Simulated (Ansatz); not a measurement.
# An elastic constant from a strain scan in TaN

Method: DFT PBEsol, scalar-relativistic, plane waves, PAW in Ansatz 0.2.0. Settings: plane waves to 420 eV, k-mesh 24×24×20 (Γ-centred), Gaussian smearing 0.15 eV. Spin–orbit coupling is left out, which can shift energies with elements as heavy as these. No spin polarisation. Energies are free energies at this smearing, counted from the undisturbed cell; pressure is positive in compression.

The starting cell (relaxed at this level; this form isn't the usual structure):

```
CELL_PARAMETERS angstrom
2.92399 0.00000 0.00000
-1.46199 2.53225 0.00000
0.00000 0.00000 2.87073
ATOMIC_POSITIONS crystal
Ta 0.33333 0.66667 0.50000
N 0.00000 0.00000 0.00000
```

The cell is strained by ε times the Voigt pattern (0, 0, 0, 0, 1, 0) (xx, yy, zz, yz, xz, xy; engineering shear) with fractional coordinates fixed. The cell holds 2 atoms in V0 = 21.26 Å³. The stress column is τ = (1/V0) dE/dε, got from the stress tensor σ (compression positive) at each point as −det(1 + εP) σ : P(1 + εP)⁻¹, with P the pattern as a tensor.

| ε | ΔE (meV/atom) | τ (GPa) |
| --- | --- | --- |
| -0.0875 | 65.183 | -22.565 |
| -0.0750 | 47.831 | -19.295 |
| -0.0625 | 33.182 | -16.045 |
| -0.0500 | 21.216 | -12.814 |
| -0.0375 | 11.928 | -9.597 |
| -0.0250 | 5.297 | -6.392 |
| -0.0125 | 1.324 | -3.194 |
| 0.0000 | 0.000 | 0.000 |
| 0.0125 | 1.324 | 3.194 |
| 0.0250 | 5.297 | 6.392 |
| 0.0375 | 11.928 | 9.597 |
| 0.0500 | 21.216 | 12.814 |
| 0.0625 | 33.182 | 16.045 |
| 0.0750 | 47.831 | 19.295 |
| 0.0875 | 65.183 | 22.565 |
| 0.1000 | ? | ? |

Question: Which combination of elastic constants does this scan measure, and how large is it?

Answer: For small ε, τ = τ0 + Kε with K = pᵀCp, which for this pattern is C55 in the Cartesian frame shown. The parabola through τ at ε = -0.0125, 0 and 0.0125 has slope K = 256 GPa at zero. The energies per cell, E = NΔE, of the same two points give K = 2[E(ε₊)/ε₊ − E(ε₋)/ε₋]/[(ε₊ − ε₋)V0] = 256 GPa, in agreement. These are clamped-ion values.

Question: Predict the withheld row at ε = 0.1000 from the harmonic law, and compare.

Answer: ΔE = V0(τ0 ε + Kε²/2)/N = 84.746 meV/atom and τ = 25.55 GPa. The calculation gives 85.260 meV/atom and 25.86 GPa, a miss of 0.6 % of the harmonic energy, so the harmonic law still holds here.

Forces appear on the atoms along this scan, and letting them relax would lower the energy and soften the response. In a metal these slopes depend on the k mesh and the smearing.